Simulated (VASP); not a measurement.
Set up this calculation in VASP 6.6.1, as the native input.

* Task: relaxation of cell and atoms
* Functional: PBE
* Potentials or basis: VASP PAW PBE potentials, release 64 (Si, W_sv)
* Cutoff: 520 eV
* k mesh: 15 × 15 × 15
* Occupations: gaussian, width 0.1 eV
* Spin: no spin polarisation
* Further INCAR settings: ALGO = Normal; EDIFF = 1e-06; IBRION = 2; EDIFFG = -0.01; NSW = 90; ISIF = 3

The structure of Si2W lies in POSCAR:

```
Si2W
1.0
   -1.6069000000      1.6069000000      3.9149500000
    1.6069000000     -1.6069000000      3.9149500000
    1.6069000000      1.6069000000     -3.9149500000
Si W
2 1
Direct
    0.3347000000      0.3347000000      0.0000000000
    0.6653000000      0.6653000000      0.0000000000
    0.0000000000      0.0000000000      0.0000000000
```

These files were run (other wordings do the same):

INCAR

```
SYSTEM = Si2W
ALGO = Normal ; EDIFF = 1E-6
EDIFFG = -0.01 ; ENCUT = 520
GGA = PE ; IBRION = 2
ISIF = 3 ; ISMEAR = 0
LASPH = .True. ; LCHARG = .False.
LREAL = .False. ; LWAVE = .False.
NELM = 120 ; NSW = 90
PREC = Accurate ; SIGMA = 0.1
```

KPOINTS

```
k-points
0
Gamma
  15 15 15
  0 0 0
```

Potentials or basis: VASP PAW PBE potentials, release 64 (Si, W_sv).

Command:

```sh
$ cat potpaw_PBE.64/Si/POTCAR potpaw_PBE.64/W_sv/POTCAR > POTCAR
$ mpirun -np 1 vasp_std > vasp.out
```

It gave:

```json
{
 "Relaxed volume": "13.67 Å³/atom",
 "Relaxed cell": "a = 4.548 Å, b = 4.548 Å, c = 4.548 Å, α = 138.41°, β = 138.41°, γ = 60.28°",
 "Space group after relaxing (to 0.05 Å)": "I4/mmm (No. 139)",
 "Energy gained by relaxing": "2.1 meV/atom",
 "Ionic steps": "6",
 "Pressure after relaxing": "0.1 GPa",
 "Band gap on the k mesh": "none (metal or under the smearing width)"
}
```

It took 9.1 min on 1 thread of Intel(R) Xeon(R) Platinum 8259CL CPU @ 2.50GHz (Skylake/Cascade Lake), on a shared host, peak memory 0.34 GiB.
